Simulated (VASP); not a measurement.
# Results of a VASP single-point calculation on NaCl (strained rocksalt)

POSCAR

```
Na Cl
 1.0000000000000000
     0.0000000000000000    2.7746718371000001    2.7746718371000001
     2.7746718371000001    0.0000000000000000    2.7746718371000001
     2.7746718371000001    2.7746718371000001    0.0000000000000000
 Na  Cl
   1   1
Cartesian
  0.0000000000000000  0.0000000000000000  0.0000000000000000
  2.7746718371000001  2.7746718371000001  2.7746718371000001
```

The gap between bands v and c is 5.30 eV and the least direct gap is 5.30 eV.

Band v is the last that the valence electrons fill when counted band by band, and c is the next. Levels in eV from the top of v:

```csv
point,v−1,v,c,c+1
Γ,0.00,0.00,5.30,11.17
X,-0.64,-0.64,7.68,8.03
K,-1.21,-0.54,8.33,9.18
L,-0.29,-0.29,7.36,11.03
W,-1.28,-0.82,9.03,9.83
```

Task: Which of these levels of theory gave these results?
A. PBEsol
B. LDA
C. PBE
D. PBE0
E. r²SCAN
F. HSE06
G. PBE with spin–orbit coupling

Result: C.

The INCAR was:

```
LCHARG = .FALSE.
IBRION = -1
NELM = 120
LREAL = .FALSE.
ENCUT = 520
NSW = 0
ISIF = 2
ISMEAR = -1
SIGMA = 0.02
NBANDS = 14
EDIFF = 1E-7
LASPH = .TRUE.
PREC = Accurate
LWAVE = .FALSE.
GGA = PE
```
